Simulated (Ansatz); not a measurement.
## Is this Be2Te stable against decomposition?

The calculation used Ansatz, DFT PBE, scalar-relativistic, plane waves, PAW. Settings: cutoff 420 eV, Γ-centred meshes spaced at most about 0.3 Å⁻¹, and about 0.25 Å⁻¹ or finer for metals (2π included), Gaussian smearing. No spin polarisation.

Energies over the elements count from the elements' standard structures at the same level, with no fitted energy shifts.

All energies are static (0 K, no zero-point motion). Spin–orbit coupling, which can matter for Te, is left out. The reference form of Te is held partly by dispersion forces, which this level lacks.

The competitors are the elements and 1 reference phase of this chemical system (from databases or known types: BeTe), relaxed at the same level; other known phases may be missing.

The candidate was reached from: close-packed metal layers stacked AB.

```
Be Te
1.0
     3.65917    0.00000    0.00000
    -1.82959    3.16894    0.00000
     0.00000    0.00000    4.17516
Be Te
2 1
Cartesian
  0.0000 2.1126 2.6782
  1.8296 1.0563 1.4969
  0.0000 0.0000 0.0000
```

Q: Where does it stand against these competitors?

A: Not stable. Its formation energy is 0.578 eV/atom. The lowest competing mixture at this composition is this:

```
phase      space group   source  share of atoms  ΔE_f (eV/atom)
   Be                -  element          0.3333           0.000
 BeTe  F-43m (No. 216)      COD          0.6667          -0.361
```

The mixture lies at -0.241 eV/atom, and the candidate lies 0.82 eV/atom above it. The candidate matches no cell in the subsets of the Crystallography Open Database and the Materials Project at hand. A phase this far over the hull is unlikely to be made.
